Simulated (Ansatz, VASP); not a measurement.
# KCl in VASP and in Ansatz

```
K Cl
1.0
     0.00000    3.14187    3.14187
     3.14187    0.00000    3.14187
     3.14187    3.14187    0.00000
K Cl
1 1
Direct
  0.00000 0.00000 0.00000
  0.50000 0.50000 0.50000
```

The cell is a database's computed one.

Alike in both runs: task relaxation of cell and atoms; functional PBEsol; k mesh 6 × 6 × 6; occupations gaussian, width 0.02 eV; no spin polarisation.

|  | VASP | Ansatz |
| --- | --- | --- |
| version | VASP 6.6.1 | Ansatz 0.2.0 |
| potentials or method | VASP PAW PBE potentials, release 64 (K_sv, Cl) | scalar-relativistic, plane waves, PAW |
| plane-wave cutoff (eV) | 600 | 420 |
| valence electrons in the cell | 16 | 16 |

Ansatz gave:

| Property | Result |
| --- | --- |
| gap on the k mesh at the Fermi level, each at its own relaxed structure (eV) | 5.10 |
| relaxed volume (Å³/atom) | 30.41 |
| relaxed cell length with the largest relative difference (Å) | 4.414 |

Question: Estimate VASP's values.

Answer: gap on the k mesh at the Fermi level, each at its own relaxed structure (eV): 5.08; relaxed volume (Å³/atom): 30.58; relaxed cell length with the largest relative difference (Å): 4.422.

Caveats: the PAW data sets were made with another functional, which shifts forces and pressure a little (VASP). As with any semilocal functional, this PBEsol gap is likely too small.
